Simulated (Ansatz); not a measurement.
# LiCl: the cost of one run

Computed with Ansatz 0.2.0 (reference: DFT, HSE06, plane waves, PAW, unless a step's input says otherwise).

3 further runs of the same task are left out: 3 that didn't finish.

### Step 1. The system as given

It takes space group P6_3/mmc (No. 194, hexagonal). Conventional cell: a = 4.162 Å, b = 4.162 Å, c = 5.233 Å, α = 90.00°, β = 90.00°, γ = 120.00°. Around Li (site symmetry -6m2) lie 5 Cl at 2.40 to 2.62 Å. Cl (site symmetry -6m2) has 5 Li at 2.40 to 2.62 Å as nearest neighbours.

As a file:

```
CELL_PARAMETERS angstrom
4.16187 0.00000 0.00000
-2.08094 3.60429 0.00000
0.00000 0.00000 5.23255
ATOMIC_POSITIONS crystal
Li 0.33333 0.66667 0.25000
Li 0.66667 0.33333 0.75000
Cl 0.66667 0.33333 0.25000
Cl 0.33333 0.66667 0.75000
```

### Step 2. Reference

Contents of input.yaml:

```yaml
crystal:
  lattice:
    - [4.161873606, 0.0, 0.0]
    - [-2.080936803, 3.6042882701, 0.0]
    - [0.0, 0.0, 5.2325458168]
  atoms:
    - { symbol: Li, position: [0.3333333333, 0.6666666667, 0.25] }
    - { symbol: Li, position: [0.6666666667, 0.3333333333, 0.75] }
    - { symbol: Cl, position: [0.6666666667, 0.3333333333, 0.25] }
    - { symbol: Cl, position: [0.3333333333, 0.6666666667, 0.75] }
kpoints:
  mp_grid: { grid: [6, 6, 2] }
hamiltonian:
  xc: hse06
scf:
  occupations: { method: fixed }
  n_extra_bands: 5
output:
  forces: true
  stress: true
  eigenvalues: true
  write_density: true
  write_potential: true
  elf: true
  volumetric_format: npy
```

Run with:

```bash
> ansatz run input.yaml --threads 4 --pin off --max-ram 3686MiB --backend cpu --events-out ev --progress --plain --runs-dir out
```

**Question.** How long does this run take on 4 threads of an x86-64 CPU, shared host, and how much memory does it need?

About 22 s, with a peak of 1 GiB.
